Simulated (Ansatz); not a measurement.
# InAs: a single-point run

Aim: a sound single-point run of InAs. The structure is shown as the input types it.

The COD entry's cell or inner coordinates are ideal or old and differ from later refinements, so a difference from it is no clean test against experiment.

Computed with Ansatz 0.2.0 (DFT, PBE, PAW with Ansatz's default frozen-core files, scalar-relativistic, unless a step's input says otherwise).

## Step 1: The system as given

The structure is cubic, space group F-43m (No. 216). The conventional cell has a = 6.048 Å, b = 6.048 Å, c = 6.048 Å, α = 90.00°, β = 90.00°, γ = 90.00°. In (site symmetry -43m) is surrounded by 4 As at 2.62 Å. Around As (site symmetry -43m) lie 4 In at 2.62 Å.

Structure file:

```cif
data_structure
_symmetry_space_group_name_H-M 'F-43m'
_symmetry_Int_Tables_number 216
_cell_length_a 6.0480
_cell_length_b 6.0480
_cell_length_c 6.0480
_cell_angle_alpha 90.000
_cell_angle_beta 90.000
_cell_angle_gamma 90.000
_cell_volume 221.23
loop_
_atom_site_label
_atom_site_type_symbol
_atom_site_symmetry_multiplicity
_atom_site_Wyckoff_symbol
_atom_site_fract_x
_atom_site_fract_y
_atom_site_fract_z
_atom_site_occupancy
In1 In 4 a 0.00000 0.00000 0.00000 1
As1 As 4 c 0.25000 0.25000 0.25000 1
```

## Step 2: Running it

input.yaml

```yaml
crystal:
  lattice:
    - [0.0, 3.024, 3.024]
    - [3.024, 0.0, 3.024]
    - [3.024, 3.024, 0.0]
  atoms:
    - { symbol: In, position: [0.0, 0.0, 0.0] }
    - { symbol: As, position: [0.75, 0.75, 0.75] }
kpoints:
  mp_grid: { grid: [10, 10, 10] }
  band_path:
    path:
      - [0.0, 0.0, 0.0]
      - [-0.5, -0.5, 0.0]
      - [-0.375, -0.375, 0.25]
      - [-0.375, 0.0, 0.375]
      - [0.0, 0.0, 0.0]
      - [0.0, 0.0, 0.5]
      - [-0.5, -0.25, 0.25]
      - [-0.5, -0.5, 0.0]
    npoints: 14
scf:
  occupationss: { method: fermi_dirac, width: 0.08 }
  max_iter: 60
hamiltonian:
  xc: pbe
  pseudopotentials: { kind: paw }
output:
  forces: true
  stress: true
  eigenvalues: true
  efg: { contact_densities: true }
  populations: true
```

Started as:

```bash
ansatz run input.yaml --threads 1 --pin off --max-ram 2048MiB --backend cpu --events-out ev --progress --plain --runs-dir out
```

What happens when this is run?

Nothing was computed: the input was turned down at the start. It says: «line 23 column 3: unknown field `occupationss`, expected one of max_iter, algorithm, n_extra_bands, self_checks, convergence, ...»

One keyword is written wrongly, so the input can't be read.

Remedy: write the keyword in its listed form.
